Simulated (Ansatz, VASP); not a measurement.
**One calculation of SiC, two programs**

```
CELL_PARAMETERS angstrom
0.00000 2.20767 2.20767
2.20767 0.00000 2.20767
2.20767 2.20767 0.00000
ATOMIC_POSITIONS crystal
Si 0.00000 0.00000 0.00000
C 0.25000 0.25000 0.25000
```

Change from the starting cell: volume scaled by 1.04, ions relaxed.

Alike in both runs: functional PBE; k mesh 17 × 17 × 17; occupations fermi-dirac, width 0.02 eV; no spin polarisation.

Ansatz relaxed the structure, and its values are those at the end. VASP's run is a single point on that final structure, the one shown.

|  | VASP | Ansatz |
| --- | --- | --- |
| version | VASP 6.6.1 | Ansatz 0.2.0 |
| potentials or method | VASP PAW PBE potentials, release 64 (Si, C) | plane-wave PAW, scalar-relativistic |
| plane-wave cutoff (eV) | 520 | 420 |
| valence electrons in the cell | 8 | 8 |

|  | VASP | Ansatz | Ansatz less VASP |
| --- | --- | --- | --- |
| gap on the k mesh at the Fermi level (eV) | 1.43 | 1.43 | +0.002 |
| pressure (GPa) | -5.0 | -4.9 | +0.04 |

Ansatz warned: «stress_scf_threshold_loose».

Caveats: an odd mesh through Γ misses points on the zone boundary, where band edges often lie.
